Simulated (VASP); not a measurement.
A calculation with VASP 6.6.1 of Cd (ASE script, structure by space group and Wyckoff sites):

Contents of run.py:

```python
from ase.calculators.vasp import Vasp
from ase.dft.bandgap import bandgap
from ase.spacegroup import crystal

atoms = crystal(
    ['Cd'],
    basis=[[0.6666666667, 0.3333333333, 0.75]],
    spacegroup=194,
    setting=1,
    cellpar=[2.97887, 2.97887, 5.61765, 90.0, 90.0, 120.0],
    primitive_cell=True,
)
calc = Vasp(
    directory='calc',
    xc='rpbe',
    pp='PBE',
    setups='recommended',
    prec='Accurate',
    encut=520,
    ediff=1e-06,
    ismear=0,
    sigma=0.05,
    lreal=False,
    lasph=True,
    nelm=100,
    algo='Fast',
    isif=2,
    lwave=False,
    lcharg=False,
    kpts=[10, 10, 5],
    gamma=True,
    nbands=19,
)
atoms.calc = calc

print('energy (eV):', atoms.get_potential_energy())
print('free energy (eV):', atoms.get_potential_energy(force_consistent=True))
print('forces (eV/A):')
print(atoms.get_forces())
print('stress (eV/A^3, Voigt):', atoms.get_stress())
print('Fermi level (eV):', calc.get_fermi_level())
gap, top, bottom = bandgap(calc)
print('band gap (eV):', gap, 'from (spin, k, band)', top, 'to', bottom)
```

Potentials or basis: VASP PAW PBE potentials, release 64 (Cd).

The run is started by

```console
$ python run.py
```

Q: Write the same calculation in another form: native input, structure from a POSCAR.

A: As run:

The input INCAR:

```
  ALGO = Normal
  EDIFF = 1E-7
  ENCUT = 520
  GGA = RP
  ISIF = 2
  ISMEAR = 0
  LASPH = T
  LCHARG = F
  LREAL = F
  LWAVE = F
  NELM = 60
  PREC = Accurate
  SIGMA = 0.05
```

File KPOINTS:

```
k-points
0
Gamma
  10 10 5
```

The input POSCAR:

```
Cd
1.0
    2.9788700000      0.0000000000      0.0000000000
   -1.4894350000      2.5797770946      0.0000000000
    0.0000000000      0.0000000000      5.6176500000
Cd
2
Direct
    0.6666666667      0.3333333333      0.7500000000
    0.3333333333      0.6666666667      0.2500000000
```

Potentials or basis: VASP PAW PBE potentials, release 64 (Cd).

Launch:

```console
$ cat potpaw_PBE.64/Cd/POTCAR > POTCAR
$ mpirun -np 1 vasp_std > vasp.out
```

Both were run:

|  | ASE script, structure by space group and Wyckoff sites | native input, structure from a POSCAR |
| --- | --- | --- |
| Pressure | 5.9 GPa | 5.9 GPa |
| Band gap on the k mesh | none (metal or under the smearing width) | none (metal or under the smearing width) |

Keys that steer only the numerical path or the files written may differ.

Caveat: the PAW data sets were made with another functional, which shifts forces and pressure a little.
